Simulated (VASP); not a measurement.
# SnSe2 (P-3m1) in VASP: a series of runs

One crystal, SnSe2, is run at these levels: PBE, PW91, AM05; tasks: single point, relaxation of cell and atoms.

Everything below comes from runs of VASP 6.6.1. Logs are shortened: lines on timing, memory, paths and dates and some standing lists are left out, and cuts for length are marked.

## (1) Starting point

The structure is trigonal, space group P-3m1 (No. 164). The conventional cell has a = 3.811 Å, b = 3.811 Å, c = 6.136 Å, α = 90.00°, β = 90.00°, γ = 120.00°. Sn (site symmetry -3m) has 6 Se at 2.68 Å as nearest neighbours. Se (site symmetry 3m) has 3 Sn at 2.68 Å as nearest neighbours.

## (2) Single point, PBE

INCAR

```
SYSTEM = SnSe2
ALGO = Normal ; EDIFF = 1E-6
ENCUT = 520 ; GGA = PE
ISIF = 2 ; ISMEAR = 0
LASPH = .TRUE. ; LCHARG = .FALSE.
LREAL = .FALSE. ; LWAVE = .FALSE.
NBANDS = 20 ; NELM = 60
PREC = Accurate ; SIGMA = 0.011
```

KPOINTS

```
k-points
0
G
  8 8 5
  0 0 0
```

POSCAR

```
SnSe2
1.0
    3.8110000000      0.0000000000      0.0000000000
   -1.9055000000      3.3004228138      0.0000000000
    0.0000000000      0.0000000000      6.1360000000
Sn Se
1 2
Direct
    0.0000000000      0.0000000000      0.0000000000
    0.6666666667      0.3333333333      0.7510000000
    0.3333333333      0.6666666667      0.2490000000
```

Potentials or basis: VASP PAW PBE potentials, release 64 (Sn_d, Se).

Command:

```console
cat potpaw_PBE.64/Sn_d/POTCAR potpaw_PBE.64/Se/POTCAR > POTCAR
mpirun -np 1 vasp_std > vasp.out
```

OUTCAR:

```text
SYSTEM = SnSe2
   EDIFF = 1E-6
   ENCUT = 520
   GGA = PE
   ISIF = 2
   ISMEAR = 0
   LASPH = .TRUE.
   LREAL = .FALSE.
   NELM = 60
   PREC = Accurate

 ion  position               nearest neighbor table
   1  0.000  0.000  0.000-   2 2.68   3 2.68   3 2.68   2 2.68   2 2.68   3 2.68
   2  0.667  0.333  0.751-   1 2.68   1 2.68   1 2.68
   3  0.333  0.667  0.249-   1 2.68   1 2.68   1 2.68

  LATTYP: Found a hexagonal cell.
 ALAT       =     3.8110000000
 C/A-ratio  =     1.6100760955

  Lattice vectors:

 A1 = (   3.8110000000,   0.0000000000,   0.0000000000)
 A2 = (  -1.9055000000,   3.3004228138,   0.0000000000)
 A3 = (   0.0000000000,   0.0000000000,   6.1360000000)

Analysis of symmetry for initial positions (statically):
=====================================================================
 Subroutine PRICEL returns:
 Original cell was already a primitive cell.

 Routine SETGRP: Setting up the symmetry group for a
 hexagonal supercell.

 Subroutine GETGRP returns: Found 12 space group operations
 (whereof 12 operations were pure point group operations)
 out of a pool of 24 trial point group operations.

The static configuration has the point symmetry D_3d.

Analysis of symmetry for dynamics (positions and initial velocities):
=====================================================================
 Subroutine PRICEL returns:
 Original cell was already a primitive cell.

 Routine SETGRP: Setting up the symmetry group for a
 hexagonal supercell.

 Subroutine GETGRP returns: Found 12 space group operations
 (whereof 12 operations were pure point group operations)
 out of a pool of 24 trial point group operations.

The dynamic configuration has the point symmetry D_3d.

 Subroutine INISYM returns: Found 12 space group operations
 (whereof 12 operations are pure point group operations),
 and found     1 'primitive' translations

----------------------------------------------------------------------------------------

                                     Primitive cell

  volume of cell :      77.1781

  direct lattice vectors                    reciprocal lattice vectors
     3.811000000  0.000000000  0.000000000     0.262398321  0.151495741  0.000000000
    -1.905500000  3.300422814  0.000000000     0.000000000  0.302991482  0.000000000
     0.000000000  0.000000000  6.136000000     0.000000000  0.000000000  0.162972621

  length of vectors
     3.811000000  3.811000000  6.136000000     0.302991482  0.302991482  0.162972621

  position of ions in fractional coordinates (direct lattice)
     0.000000000  0.000000000  0.000000000
     0.666666667  0.333333333  0.751000000
     0.333333333  0.666666667  0.249000000

  ion indices of the primitive-cell ions
   primitive index   ion index
                 1           1
                 2           2
                 3           3

----------------------------------------------------------------------------------------

 KPOINTS: k-points

Automatic generation of k-mesh.
 Grid dimensions read from file:
 generate k-points for:    8    8    5

 Generating k-lattice:

  Cartesian coordinates                     Fractional coordinates (reciprocal lattice)
     0.032799790  0.018936968  0.000000000     0.125000000  0.000000000  0.000000000
     0.000000000  0.037873935  0.000000000     0.000000000  0.125000000  0.000000000
     0.000000000  0.000000000  0.032594524     0.000000000  0.000000000  0.200000000

  Length of vectors
     0.037873935  0.037873935  0.032594524

  Shift w.r.t. Gamma in fractional coordinates (k-lattice)
     0.000000000  0.000000000  0.000000000

 Subroutine IBZKPT returns following result:
 ===========================================

 Found     40 irreducible k-points:

 Following reciprocal coordinates:
            Coordinates               Weight
  0.000000  0.000000  0.000000      1.000000
  0.125000  0.000000  0.000000      6.000000
  0.250000  0.000000  0.000000      6.000000
  0.375000  0.000000  0.000000      6.000000
  0.500000  0.000000  0.000000      3.000000
  0.125000  0.125000  0.000000      6.000000
[... 16 lines left out ...]
 -0.125000  0.500000  0.200000     12.000000
  0.250000  0.250000  0.200000     12.000000
 [... further k-points ...]
   k-points           NKPTS =     40   k-points in BZ     NKDIM =     40   number of bands    NBANDS=     20
   number of dos      NEDOS =    301   number of ions     NIONS =      3
   total plane-waves  NPLWV =  37632
   dimension x,y,z NGX =    28 NGY =   28 NGZ =   48
   dimension x,y,z NGXF=    56 NGYF=   56 NGZF=   96
   ions per type =               1   2
   NGX,Y,Z   is equivalent  to a cutoff of  12.21, 12.21, 13.00 a.u.
   NGXF,Y,Z  is equivalent  to a cutoff of  24.43, 24.43, 26.01 a.u.
 SYSTEM =  SnSe2
   PREC   = accura    normal or accurate (medium, high low for compatibility)
   ISTART =      0    job   : 0-new  1-cont  2-samecut
   ICHARG =      2    charge: 1-file 2-atom 10-const
   ISPIN  =      1    spin polarized calculation?
   LNONCOLLINEAR =      F non collinear calculations
   LSORBIT =      F    spin-orbit coupling
   LASPH  =      T    aspherical Exc in radial PAW
   ENCUT  =  520.0 eV  38.22 Ry    6.18 a.u.   7.09  7.09 11.41*2*pi/ulx,y,z
   NELM   =     60;   NELMIN=  2; NELMDL= -5     # of ELM steps
   EDIFF  = 0.1E-05   stopping-criterion for ELM
   LREAL  =      F    real-space projection
   EDIFFG = 0.1E-04   stopping-criterion for IOM
   NSW    =      0    number of steps for IOM
   IBRION =     -1    ionic relax: 0-MD 1-quasi-New 2-CG
   NFREE  =      0    steps in history (QN), initial steepest desc. (CG)
   ISIF   =      2    stress and relaxation
   ISYM   =      2    0-nonsym 1-usesym 2-fastsym
   POTIM  = 0.5000    time-step for ionic-motion
   TEBEG  =    0.0;   TEEND  =   0.0 temperature during run
   PSTRESS=    0.0 pullay stress
   NELECT =      26.0000    total number of electrons
   NUPDOWN=      -1.0000    fix difference up-down
   EMIN   =  10.00;   EMAX   =-10.00  energy-range for DOS
   EFERMI =   0.00;   METHOD = LEGACY
   ISMEAR =     0;   SIGMA  =   0.01  broadening in eV -4-tet -1-fermi 0-gaus
   EFERMI_NEDOS =   21; number of points for ismear=-14 and -15
   IALGO  =     38    algorithm
   IMIX   =      4    mixing-type and parameters
     AMIX     =   0.40;   BMIX     =  1.00
     AMIX_MAG =   1.60;   BMIX_MAG =  1.00
  volume/ion in A,a.u.               =      25.73       173.61
  Fermi-wavevector in a.u.,A,eV,Ry     =   1.139116  2.152617 17.654722  1.297585
  Thomas-Fermi vector in A             =   2.275820
   LORBIT       =      0    0 simple, 1 ext, 2 COOP (PROOUT), +10 PAW based schemes
   GGA     = PE    functional components
   LHFCALC =     F    Hartree Fock is set to
   AEXX    =    0.0000 exact exchange contribution
   IVDW    =     0    specifies the selected vdW correction
   LEPSILON=     F    determine dielectric tensor
   LRPA    =     F    only Hartree local field effects (RPA)
 non-spin polarized calculation
 Gauss-broadening in eV      SIGMA  =   0.01
  energy-cutoff  :      520.00
  volume of cell :       77.18
 maximum number of plane-waves:      2095
   NGX = 15   NGY = 15   NGZ = 23

 number of electron      26.0000006 magnetization

 Free energy of the ion-electron system (eV)
  ---------------------------------------------------
  ext. energy  EPLUGINS =         0.00000000
  ---------------------------------------------------
  free energy    TOTEN  =       -11.74639950 eV

  energy without entropy =      -11.74639950  energy(sigma->0) =      -11.74639950

 E-fermi :   4.2313     XC(G=0):  -9.4548

 val. band max:        4.1747043150   @ k =   0.1250   0.0000   0.0000
 cond. band min:       4.9801914831   @ k =   0.5000   0.0000   0.4000
 fundamental gap:      0.8054871681
 Fermi energy:         4.2313398529

 k-point     1 :       0.0000    0.0000    0.0000
  band No.  band energies     occupation
      1     -17.0968      2.00000
      2     -17.0968      2.00000
      3     -17.0579      2.00000
      4     -17.0428      2.00000
      5     -17.0428      2.00000
      6      -9.8291      2.00000
[... 12 lines left out ...]
     19      13.1111      0.00000
     20      13.1111      0.00000

 k-point     2 :       0.1250    0.0000    0.0000
  band No.  band energies     occupation
      1     -17.1048      2.00000
      2     -17.0916      2.00000
      3     -17.0536      2.00000
      4     -17.0459      2.00000
      5     -17.0415      2.00000
      6      -9.6726      2.00000
[... 12 lines left out ...]
     19      12.6292      0.00000
     20      13.2806      0.00000

 k-point     3 :       0.2500    0.0000    0.0000
  band No.  band energies     occupation
      1     -17.1260      2.00000
      2     -17.0823      2.00000
      3     -17.0560      2.00000
      4     -17.0386      2.00000
      5     -17.0350      2.00000
      6      -9.2267      2.00000
[... 12 lines left out ...]
     19      12.3719      0.00000
     20      13.7987      0.00000

 k-point     4 :       0.3750    0.0000    0.0000
  band No.  band energies     occupation
      1     -17.1485      2.00000
      2     -17.0780      2.00000
      3     -17.0628      2.00000
      4     -17.0257      2.00000
      5     -17.0234      2.00000
      6      -8.5965      2.00000
[... 12 lines left out ...]
     19      13.5399      0.00000
     20      14.2151      0.00000

 k-point     5 :       0.5000    0.0000    0.0000
  band No.  band energies     occupation
      1     -17.1579      2.00000
      2     -17.0773      2.00000
      3     -17.0656      2.00000
      4     -17.0202      2.00000
      5     -17.0174      2.00000
      6      -8.1661      2.00000
[... 12 lines left out ...]
     19      14.1794      0.00000
     20      14.8200      0.00000
[... 353 lines left out ...]
      6      -8.7778      2.00000
[... 12 lines left out ...]
     19      11.6571      0.00000
     20      13.6954      0.00000

 k-point    22 :       0.3750    0.1250    0.2000
  band No.  band energies     occupation
      1     -17.1485      2.00000
      2     -17.0850      2.00000
      3     -17.0602      2.00000
      4     -17.0260      2.00000
      5     -17.0192      2.00000
      6      -8.1871      2.00000
[... 12 lines left out ...]
     19      13.6385      0.00000
     20      14.9718      0.00000

 k-point    23 :      -0.1250    0.5000    0.2000
  band No.  band energies     occupation
      1     -17.1485      2.00000
      2     -17.0850      2.00000
      3     -17.0602      2.00000
      4     -17.0260      2.00000
      5     -17.0192      2.00000
      6      -8.1887      2.00000
[... 12 lines left out ...]
     19      13.2907      0.00000
     20      14.2265      0.00000

 k-point    24 :       0.2500    0.2500    0.2000
  band No.  band energies     occupation
      1     -17.1352      2.00000
      2     -17.0965      2.00000
      3     -17.0505      2.00000
      4     -17.0377      2.00000
      5     -17.0193      2.00000
      6      -8.2307      2.00000
[... 12 lines left out ...]
     19      11.5873      0.00000
     20      13.9448      0.00000

 [... further k-points ...]

------------------------ aborting loop because EDIFF is reached ----------------------------------------

  FORCE on cell =-STRESS in cart. coord.  units (eV):
  Direction    XX          YY          ZZ          XY          YZ          ZX
  --------------------------------------------------------------------------------------
  -------------------------------------------------------------------------------------
  Total        2.4705925      2.4705925      3.1928973     -0.0000000      0.0000000      0.0000000
  in kB       51.2882427     51.2882427     66.2829223     -0.0000000      0.0000000      0.0000000
  external PRESSURE =      56.2864692 kB  Pullay stress =       0.0000000 kB

 VOLUME and BASIS-vectors are now :
 -----------------------------------------------------------------------------
  energy-cutoff  :      520.00
  volume of cell :       77.18
      direct lattice vectors                 reciprocal lattice vectors
     3.811000000  0.000000000  0.000000000     0.262398321  0.151495741  0.000000000
    -1.905500000  3.300422814  0.000000000     0.000000000  0.302991482  0.000000000
     0.000000000  0.000000000  6.136000000     0.000000000  0.000000000  0.162972621

 POSITION                                       TOTAL-FORCE (eV/Angst)
 -----------------------------------------------------------------------------------
      0.00000      0.00000      0.00000         0.000000      0.000000     -0.000000
      1.90550      1.10014      4.60814         0.000000      0.000000     -0.803605
     -0.00000      2.20028      1.52786        -0.000000     -0.000000      0.803605
 -----------------------------------------------------------------------------------
    total drift:                                0.000000      0.000000      0.000000

  FREE ENERGIE OF THE ION-ELECTRON SYSTEM (eV)
  ---------------------------------------------------
  free  energy   TOTEN  =       -11.7463995028 eV

  energy  without entropy=      -11.7463995028  energy(sigma->0) =      -11.74639950
```

Run time: 28 s. Hardware: 1 thread of Intel Xeon Platinum 8488C (Sapphire Rapids), shared host; peak memory 0.21 GiB.

Results:

```
Free energy            : -11.7464 eV
Pressure               : 5.6 GPa
Largest force          : 0.804 eV/Å
Band gap on the k mesh : 0.81 eV, indirect (least direct gap 1.09 eV)
```

Forces in eV/Å, atoms in the order of the input:
```
Sn   0.000  0.000  0.000
Se   0.000  0.000 -0.804
Se   0.000  0.000  0.804
```

Caveat: spin-orbit coupling is left out, which moves the levels of the heavy elements; an odd mesh through Γ misses points on the zone boundary, where band edges often lie; this functional lacks dispersion, which binds the layers, so the pressure and a relaxed spacing across them are unreliable.

## (3) Relaxation of cell and atoms, PW91

INCAR

```
SYSTEM = SnSe2
ALGO = Normal
EDIFF = 1E-7
EDIFFG = -0.02
ENCUT = 600
GGA = 91
IBRION = 2
ISIF = 3
ISMEAR = -1
LASPH = .TRUE.
LCHARG = .FALSE.
LREAL = .FALSE.
LWAVE = .FALSE.
NELM = 60
NSW = 60
PREC = Accurate
SIGMA = 0.05
```

KPOINTS is that of step 2.

POSCAR is that of step 2.

Potentials or basis: VASP PAW PBE potentials, release 64 (Sn_d, Se).

Command:

```console
cat potpaw_PBE.64/Sn_d/POTCAR potpaw_PBE.64/Se/POTCAR > POTCAR
mpirun -np 1 vasp_std > vasp.out
```

Wall time 7.2 min (1 thread of Intel Xeon Platinum 8488C (Sapphire Rapids), shared host); peak memory 0.25 GiB.

Results (log left out):

```
Free energy                            : -11.9302 eV
Relaxed volume                         : 29.44 Å³/atom
Relaxed cell                           : a = 3.875 Å, b = 3.875 Å, c = 6.792 Å, α = 90.00°, β = 90.00°, γ = 120.00°
Space group after relaxing (to 0.05 Å) : P-3m1 (No. 164)
Energy gained by relaxing              : 41.2 meV/atom
Ionic steps                            : 17
Pressure after relaxing                : 0.1 GPa
Largest force after relaxing           : 0.005 eV/Å
Band gap on the k mesh                 : 0.66 eV, indirect (least direct gap 1.08 eV)
```

Forces in eV/Å, atoms in the order of the input:
```
Sn   0.000  0.000  0.000
Se   0.000  0.000  0.005
Se   0.000  0.000 -0.005
```

The path:
```tsv
step	energy change (eV)	largest force (eV/Å)	pressure (GPa)	volume (Å³)
1	0.0000	0.8300	5.73	77.18
2	-0.0411	0.6295	-3.42	87.92
3	-0.1121	0.0548	-0.02	82.83
4	-0.1121	0.0396	0.08	82.72
5	-0.1129	0.0503	0.09	82.79
6	-0.1144	0.0825	0.13	83.01
7	-0.1134	0.1474	0.23	83.44
8	-0.1147	0.1006	0.16	83.14
9	-0.1153	0.0980	0.14	83.32
10	-0.1171	0.0900	0.06	83.87
11	-0.1196	0.0735	-0.06	84.96
12	-0.1223	0.0370	-0.23	87.15
13	-0.1225	0.0252	-0.28	87.89
14	-0.1233	0.0383	0.12	87.92
15	-0.1233	0.0342	0.09	87.92
16	-0.1236	0.0115	0.08	88.15
17	-0.1237	0.0053	0.07	88.31
```

Final structure:
```xyz
3
Lattice="3.8747 0.0000 0.0000 -1.9373 3.3556 0.0000 0.0000 0.0000 6.7922" Properties=species:S:1:pos:R:3 pbc="T T T"
Sn    0.0000    0.0000    0.0000
Se    1.9373    1.1185    5.1957
Se    0.0000    2.2370    1.5965
```

Levels at points of the mesh, in eV from the valence-band top:
```csv
k point,band 11,band 12,band 13,band 14,band 15,band 16
"(0.00, 0.00, 0.00)",-0.43,-0.15,-0.15,1.01,3.07,4.56
"(0.50, 0.00, 0.00)",-2.21,-0.87,-0.28,0.95,3.83,5.46
```

Caveat: the PAW data sets were made with another functional, which shifts forces and pressure a little; spin-orbit coupling is left out, which moves the levels of the heavy elements; an odd mesh through Γ misses points on the zone boundary, where band edges often lie; this functional lacks dispersion, which binds the layers, so the pressure and a relaxed spacing across them are unreliable; the volume moved by +14 % from the deposited cell, more than functionals usually miss. Zero-point motion and thermal expansion aren't in these numbers.

(Part 1 of 2 ends here.)
